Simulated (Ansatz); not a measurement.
# BN (F-43m) in Ansatz: settings compared

One crystal, BN, is run at these levels: LDA, PBE; tasks: relaxation of cell and atoms, single point.

All numbers are computed with Ansatz 0.2.0; they aren't measurements. Logs are shortened: lines on timing, memory, paths and dates and some standing lists are left out, and cuts for length are marked.

**What was measured.**

A printed reference work, monograph reports, for a bulk crystal of BN at 300 K: band gap 6.4 eV (indirect).

The results are compared with them further down.

### 1 The structure

The structure is cubic, space group F-43m (No. 216). Conventional cell: a = 3.626 Å, b = 3.626 Å, c = 3.626 Å, α = 90.00°, β = 90.00°, γ = 90.00°. Around N (site symmetry -43m) lie 4 B at 1.57 Å. B (site symmetry -43m) is surrounded by 4 N at 1.57 Å.

The cell is a database's computed one.

### 2 Relaxation of cell and atoms, LDA

input.yaml

```yaml
crystal:
  lattice:
    - [0.0, 1.813001, 1.813001]
    - [1.813001, 0.0, 1.813001]
    - [1.813001, 1.813001, 0.0]
  atoms:
    - { symbol: "N", position: [0.25, 0.25, 0.25] }
    - { symbol: B, position: [0.0, 0.0, 0.0] }
kpoints:
  mp_grid: { grid: [13, 13, 13] }
scf:
  occupations: { method: fermi_dirac, width: 0.05 }
hamiltonian:
  xc: lda
  pseudopotentials: { kind: all_electron, lapw: { basis_error: 0.001 } }
output:
  forces: true
  stress: true
relax:
  f_tol: 0.01
  max_steps: 60
  cell: {}
```

Potentials or basis: all-electron LAPW, scalar-relativistic.

Launch:

```
$ ansatz run input.yaml --threads 1 --pin off --max-ram 3072MiB --backend cpu --events-out ev --progress --plain --runs-dir out
```

The program printed:

```text
Warning: RAYON_NUM_THREADS=1 ignored (pool sized by the plan → 1); use --threads N
The last accepted step is kept in <dir> (removed where the run ends without a failure and the disk answers)
LAPW: plane waves up to 11.181 Å⁻¹, error target 1.0e-3 eV per atom; small_component_spin mean_spin; B in spheres of 0.719 Å, 5 of its electrons in bands, Dirac shells []; N in spheres of 0.804 Å, 7 of its electrons in bands, Dirac shells [] (how accurate: hamiltonian.pseudopotentials.lapw.basis_error, Limitations)
Engine: ansatz 0.2.0, aarch64-unknown-linux-gnu
Pseudopotentials: kind: all_electron
Pseudopotential: N, LAPW, valence charge 7, lapw/all_electron/scalar/gaussian/N, Koelling and Harmon's equation, gaussian nucleus
Pseudopotential: B, LAPW, valence charge 5, lapw/all_electron/scalar/gaussian/B, Koelling and Harmon's equation, gaussian nucleus
Functional definition: SPW92
  exchange = slater_x
  correlation = pw_c
Crystal: 2 atoms, lattice volume = 11.919 Å³
Basis set: ecut = 476.3003085152134 eV, 283 PW (Γ), exchange–correlation at level 2
Bands: 10, of which v1, the nominal top of the filled ones, is band 6 counted from 1 (5 counted from 0)
Symmetry: 24 space group operations
Space group: F-43m (ITA 216), of the structure as read, at distance tolerance 2.3e-5 Å
k-points: 84 of 2197 (time reversal used)
Non-local potential: N, projectors of the file, none
Non-local potential: B, projectors of the file, none
Initial density: superposition of atomic densities (chi_scale 0.1, normalization cell, long waves kept (reshape's long-wave potential 0.00 eV rms))
Initial wavefunctions: plane waves of lowest kinetic energy (no species holds an atomic orbital)
Functional: x = slater, c = lda
iter 1 solved again at ethr=1.92e-2 eV; its pass at ethr=1.00e-1 eV (dr2=2.30e0 eV) is discarded
SCF iter   1: F=—  HF=-2153.997026 eV  |F-HF|=—  |Δ(HF+E_count)|=         —  Δρ=1.55e-1  dr2=2.30e0  ethr=1.92e-2  ⟨swp⟩=2.0  Hψ=6003  notcnv=0
preconditioner: auto → none  [insulator: Δε(μ)=6.180 eV  Ē_g=20.239 eV  σ=0.050 eV  W_gap=1.00  n_scr=0 (ndim 8)  ℏωp=30.4 eV  f_vac=0.000  D(μ)=0.00/eV (n_scr^D=0)  ε∞_Penn≈3.3]
SCF iter   2: F=—  HF=-2153.059467 eV  |F-HF|=—  |Δ(HF+E_count)|=   9.38e-1  Δρ=5.50e-2  dr2=2.35e-1  ethr=1.92e-2  ⟨swp⟩=2.7  Hψ=2686  notcnv=0
SCF iter   3: F=—  HF=-2152.953187 eV  |F-HF|=—  |Δ(HF+E_count)|=   1.06e-1  Δρ=2.37e-2  dr2=4.63e-2  ethr=1.96e-3  ⟨swp⟩=2.4  Hψ=2556  notcnv=0
iter 4 solved again at ethr=3.15e-5 eV; its pass at ethr=3.86e-4 eV (dr2=3.78e-3 eV) is discarded
SCF iter   4: F=—  HF=-2152.939159 eV  |F-HF|=—  |Δ(HF+E_count)|=   1.40e-2  Δρ=6.80e-3  dr2=3.78e-3  ethr=3.15e-5  ⟨swp⟩=2.0  Hψ=4155  notcnv=0
SCF iter   5: F=—  HF=-2152.938062 eV  |F-HF|=—  |Δ(HF+E_count)|=   1.10e-3  Δρ=9.21e-4  dr2=6.65e-5  ethr=3.15e-5  ⟨swp⟩=2.3  Hψ=2215  notcnv=0
SCF iter   6: F=—  HF=-2152.938046 eV  |F-HF|=—  |Δ(HF+E_count)|=   1.61e-5  Δρ=5.49e-5  dr2=2.41e-7  ethr=5.54e-7  ⟨swp⟩=2.3  Hψ=2182  notcnv=0
SCF iter   7: F=-2152.938046 eV  HF=-2152.938046 eV  |F-HF|=9.55e-12  |Δ(HF+E_count)|=   2.61e-8  Δρ=2.34e-6  dr2=4.01e-10  ethr=2.01e-9  ⟨swp⟩=2.9  Hψ=2267  notcnv=0
SCF 1 converged in 7 iterations: F = -2152.938046 eV  dr2 = 4.01e-10
relax step   1: F+E_penalty+E_count = -2152.93804582 eV  Δ(F+E_penalty+E_count) = +0.000e0 eV  max|allowed force component| = 1.573e-16 eV/Å  Δτ_max = 0.0000 Å  P = -14.095 GPa  Ω = 11.919 Å³  (7 SCF iters, accepted)
Crystal: 2 atoms, lattice volume = 11.662 Å³
Basis set: ecut = 483.2495480607269 eV, 283 PW (Γ), exchange–correlation at level 2
Initial density: handed on by an earlier stage of this run
Initial wavefunctions: those handed on with the density
iter 1 solved again at ethr=4.71e-6 eV; its pass at ethr=1.00e-1 eV (dr2=5.65e-4 eV) is discarded
SCF iter   1: F=—  HF=-2152.954630 eV  |F-HF|=—  |Δ(HF+E_count)|=         —  Δρ=2.24e-3  dr2=5.26e-4  ethr=4.71e-6  ⟨swp⟩=3.0  Hψ=4506  notcnv=0
preconditioner: auto → none  [insulator: Δε(μ)=4.464 eV  Ē_g=20.025 eV  σ=0.050 eV  W_gap=1.00  n_scr=0 (ndim 8)  ℏωp=30.8 eV  f_vac=0.000  D(μ)=0.00/eV (n_scr^D=0)  ε∞_Penn≈3.4]
SCF iter   2: F=—  HF=-2152.954385 eV  |F-HF|=—  |Δ(HF+E_count)|=   2.45e-4  Δρ=9.25e-4  dr2=8.99e-5  ethr=4.38e-6  ⟨swp⟩=2.4  Hψ=2175  notcnv=0
iter 3 solved again at ethr=7.10e-8 eV; its pass at ethr=7.49e-7 eV (dr2=8.52e-6 eV) is discarded
SCF iter   3: F=—  HF=-2152.954358 eV  |F-HF|=—  |Δ(HF+E_count)|=   2.72e-5  Δρ=3.10e-4  dr2=8.51e-6  ethr=7.10e-8  ⟨swp⟩=2.0  Hψ=3771  notcnv=0
SCF iter   4: F=—  HF=-2152.954353 eV  |F-HF|=—  |Δ(HF+E_count)|=   4.52e-6  Δρ=5.67e-5  dr2=1.05e-7  ethr=7.09e-8  ⟨swp⟩=2.4  Hψ=2184  notcnv=0
SCF iter   5: F=-2152.954353 eV  HF=-2152.954353 eV  |F-HF|=3.18e-11  |Δ(HF+E_count)|=   2.85e-8  Δρ=1.41e-6  dr2=1.05e-10  ethr=8.74e-10  ⟨swp⟩=2.0  Hψ=2091  notcnv=0
SCF 2 converged in 5 iterations: F = -2152.954353 eV  dr2 = 1.05e-10
relax step   2: F+E_penalty+E_count = -2152.95435317 eV  Δ(F+E_penalty+E_count) = -1.631e-2 eV  max|allowed force component| = 2.429e-17 eV/Å  Δτ_max = 0.0000 Å  P = -6.168 GPa  Ω = 11.662 Å³  (5 SCF iters, accepted)
Crystal: 2 atoms, lattice volume = 11.471 Å³
Basis set: ecut = 488.62161148336077 eV, 283 PW (Γ), exchange–correlation at level 2
iter 1 solved again at ethr=2.83e-6 eV; its pass at ethr=1.00e-1 eV (dr2=3.40e-4 eV) is discarded
SCF iter   1: F=—  HF=-2152.958060 eV  |F-HF|=—  |Δ(HF+E_count)|=         —  Δρ=1.73e-3  dr2=3.07e-4  ethr=2.83e-6  ⟨swp⟩=3.0  Hψ=4499  notcnv=0
preconditioner: auto → none  [insulator: Δε(μ)=4.480 eV  Ē_g=20.266 eV  σ=0.050 eV  W_gap=1.00  n_scr=0 (ndim 8)  ℏωp=31.0 eV  f_vac=0.000  D(μ)=0.00/eV (n_scr^D=0)  ε∞_Penn≈3.3]
SCF iter   2: F=—  HF=-2152.957918 eV  |F-HF|=—  |Δ(HF+E_count)|=   1.43e-4  Δρ=7.14e-4  dr2=5.22e-5  ethr=2.56e-6  ⟨swp⟩=2.4  Hψ=2173  notcnv=0
iter 3 solved again at ethr=3.90e-8 eV; its pass at ethr=4.35e-7 eV (dr2=4.68e-6 eV) is discarded
SCF iter   3: F=—  HF=-2152.957902 eV  |F-HF|=—  |Δ(HF+E_count)|=   1.58e-5  Δρ=2.33e-4  dr2=4.68e-6  ethr=3.90e-8  ⟨swp⟩=2.0  Hψ=3762  notcnv=0
SCF iter   4: F=-2152.957899 eV  HF=-2152.957899 eV  |F-HF|=1.25e-8  |Δ(HF+E_count)|=   2.46e-6  Δρ=4.35e-5  dr2=6.01e-8  ethr=3.90e-8  ⟨swp⟩=2.4  Hψ=2184  notcnv=0
SCF 3 converged in 4 iterations: F = -2152.957899 eV  dr2 = 6.01e-8
relax step   3: F+E_penalty+E_count = -2152.95789931 eV  Δ(F+E_penalty+E_count) = -3.546e-3 eV  max|allowed force component| = 9.252e-17 eV/Å  Δτ_max = 0.0000 Å  P = +0.329 GPa  Ω = 11.471 Å³  (4 SCF iters, accepted)
Crystal: 2 atoms, lattice volume = 11.480 Å³
Basis set: ecut = 488.35013829932484 eV, 283 PW (Γ), exchange–correlation at level 2
iter 1 solved again at ethr=5.43e-9 eV; its pass at ethr=1.00e-1 eV (dr2=6.52e-7 eV) is discarded
SCF iter   1: F=—  HF=-2152.957909 eV  |F-HF|=—  |Δ(HF+E_count)|=         —  Δρ=9.25e-5  dr2=6.99e-7  ethr=5.43e-9  ⟨swp⟩=4.0  Hψ=4683  notcnv=0
preconditioner: auto → none  [insulator: Δε(μ)=4.463 eV  Ē_g=20.252 eV  σ=0.050 eV  W_gap=1.00  n_scr=0 (ndim 8)  ℏωp=31.0 eV  f_vac=0.000  D(μ)=0.00/eV (n_scr^D=0)  ε∞_Penn≈3.3]
SCF iter   2: F=—  HF=-2152.957909 eV  |F-HF|=—  |Δ(HF+E_count)|=   4.38e-7  Δρ=3.61e-5  dr2=1.10e-7  ethr=5.43e-9  ⟨swp⟩=2.4  Hψ=2183  notcnv=0
iter 3 solved again at ethr=7.81e-11 eV; its pass at ethr=9.13e-10 eV (dr2=9.37e-9 eV) is discarded
SCF iter   3: F=-2152.957909 eV  HF=-2152.957909 eV  |F-HF|=1.37e-8  |Δ(HF+E_count)|=   5.18e-8  Δρ=1.07e-5  dr2=9.36e-9  ethr=7.81e-11  ⟨swp⟩=2.0  Hψ=3762  notcnv=0
SCF 4 converged in 3 iterations: F = -2152.957909 eV  dr2 = 9.36e-9
relax step   4: F+E_penalty+E_count = -2152.95790881 eV  Δ(F+E_penalty+E_count) = -9.507e-6 eV  max|allowed force component| = 2.128e-16 eV/Å  Δτ_max = 0.0000 Å  P = -0.006 GPa  Ω = 11.480 Å³  (3 SCF iters, accepted)
iter 1 solved again at ethr=7.80e-11 eV; its pass at ethr=1.00e-1 eV (dr2=9.35e-9 eV) is discarded
SCF iter   1: F=—  HF=-2152.957909 eV  |F-HF|=—  |Δ(HF+E_count)|=         —  Δρ=1.07e-5  dr2=9.36e-9  ethr=7.80e-11  ⟨swp⟩=3.1  Hψ=4119  notcnv=0
preconditioner: auto → none  [insulator: Δε(μ)=4.464 eV  Ē_g=20.252 eV  σ=0.050 eV  W_gap=1.00  n_scr=0 (ndim 8)  ℏωp=31.0 eV  f_vac=0.000  D(μ)=0.00/eV (n_scr^D=0)  ε∞_Penn≈3.3]
SCF iter   2: F=-2152.957909 eV  HF=-2152.957909 eV  |F-HF|=1.09e-9  |Δ(HF+E_count)|=   3.78e-9  Δρ=3.52e-6  dr2=1.02e-9  ethr=7.80e-11  ⟨swp⟩=2.8  Hψ=2228  notcnv=0
SCF 5 converged in 2 iterations: F = -2152.957909 eV  dr2 = 1.02e-9
relax step   5: F+E_penalty+E_count = -2152.95790897 eV  Δ(F+E_penalty+E_count) = -1.551e-7 eV  max|allowed force component| = 2.313e-16 eV/Å  Δτ_max = 0.0000 Å  P = -0.009 GPa  Ω = 11.480 Å³  stress off target by 8.68e-3 GPa  SCF on the basis re-selected at this cell (its energy is not comparable with the rows above)  (2 SCF iters)
basis re-selected at this cell: Δ(F+E_penalty+E_count) = -1.551e-7 eV, ΔP = -0.003 GPa vs the last step (what re-selecting the basis moved, after the strain that the cell walked since its last selection, with what the two solves' SCF thresholds leave and, on support functions, any second-order correction that the steps lacked; it is no measure of the basis error at this ecutwfc). This SCF's stress stands 8.68e-3 GPa from its target on what of the cell is left free (relax.cell.stress_tol is 5.00e-2 GPa) and its largest allowed force component is 2.31e-16 eV/Å (relax.f_tol is 1.00e-2 eV/Å): within both
SCF converged after 2 iterations
Free energy (F): -2152.957909 eV
Harris-Foulkes:  -2152.957909 eV  (|F-HF|=1.09e-9)
Internal energy: -2152.957909 eV  (E = F + TS)
E sigma→0 (E₀):  -2152.957909 eV
Fermi energy:    13.900162 eV
--- Per-component energies (eV) ---
  E_band       = -1007.362616
  E_kinetic    = 2140.866413
  E_xc         = -284.007505
  E_electrostatic = -4009.816817  (all electrons and nuclei)
  E_smearing   = -0.000000  (= −TS)
  E_closure    = 0.000000  (closes the sum)
  E_atoms      = -2133.513677  (free atoms, spherical and without spin; not in F)
  Σ components = -2152.957909   (vs F -2152.957909, Δ=0.00e0)
  Basis errors (estimates in eV, not in F): energy 5.1e-4 per atom: plane waves 4.9e-4 (3.1e-4 summed), levels above the bands 1.9e-78, relativity 8.5e-9, radial functions 1.8e-5, core shells 0.0e0; eigenvalues (radial functions only) 3.5e-6; not estimated: angular momenta, meshes, grids; target (lapw.basis_error) 1.0e-3; muffin-tin radii B 0.710 Å, N 0.794 Å
--- Forces (eV/Å), atoms counted from 1 ---
  atom   1  N     -0.00000000    -0.00000000    -0.00000000
  atom   2  B      0.00000000    -0.00000000    -0.00000000
  max |Σ_I F_I| component: 4.63e-17 eV/Å
--- Stress (GPa, compression-positive) ---
       -0.008683      -0.000000      -0.000000
       -0.000000      -0.008683      -0.000000
       -0.000000      -0.000000      -0.008683
  P = ⅓ Tr σ = -0.0087 GPa (-0.087 kbar)
--- Relaxed structure (4 steps of the walk, 4 accepted, 1 SCFs on fresh bases) ---
  F+E_penalty+E_count = -2152.95790897 eV   max|allowed force component| = 2.313e-16 eV/Å   (the final SCF, on the basis selected at the relaxed cell)
  cell:  # Å, volume = 11.4802 Å³
    - [-7.197212996465021e-34, 1.790493783596553, 1.790493783596553]
    - [1.790493783596553, -5.859677837829928e-34, 1.790493783596553]
    - [1.790493783596553, 1.790493783596553, -6.36921504111941e-36]
  atoms:
    - { symbol: N, position: [0.25, 0.25, 0.25] }
    - { symbol: B, position: [-2.4620746935729763e-35, -4.177227850893477e-35, 6.362664938447021e-36] }
```

It took 19 s on 1 thread of Arm Neoverse V2, shared host; peak memory 0.26 GiB.

What came out:

* Free energy: -2152.9579 eV
* Relaxed volume: 5.74 Å³/atom
* Relaxed cell: a = 2.532 Å, b = 2.532 Å, c = 2.532 Å, α = 60.00°, β = 60.00°, γ = 60.00°
* Space group after relaxing (to 0.05 Å): F-43m (No. 216)
* Energy gained by relaxing: 9.9 meV/atom
* Ionic steps: 5
* Pressure after relaxing: 0.0 GPa
* Band gap on the k mesh: 4.46 eV

Step by step:
| step | energy change (eV) | largest force (eV/Å) | volume (Å³) |
| --- | --- | --- | --- |
| 1 | 0.0000 | 0.0000 | 11.92 |
| 2 | -0.0163 | 0.0000 | 11.66 |
| 3 | -0.0199 | 0.0000 | 11.47 |
| 4 | -0.0199 | 0.0000 | 11.48 |
| 5 | -0.0199 | 0.0000 | 11.48 |

Final structure:
```cif
data_structure
_symmetry_space_group_name_H-M 'P 1'
_symmetry_Int_Tables_number 1
_cell_length_a 2.5321
_cell_length_b 2.5321
_cell_length_c 2.5321
_cell_angle_alpha 60.000
_cell_angle_beta 60.000
_cell_angle_gamma 60.000
_cell_volume 11.48
loop_
_atom_site_label
_atom_site_type_symbol
_atom_site_fract_x
_atom_site_fract_y
_atom_site_fract_z
_atom_site_occupancy
N1 N 0.25000 0.25000 0.25000 1
B1 B 0.00000 0.00000 0.00000 1
```

Caveat: an odd mesh through Γ misses points on the zone boundary, where band edges often lie.

(Continued in part 2 of 2.)
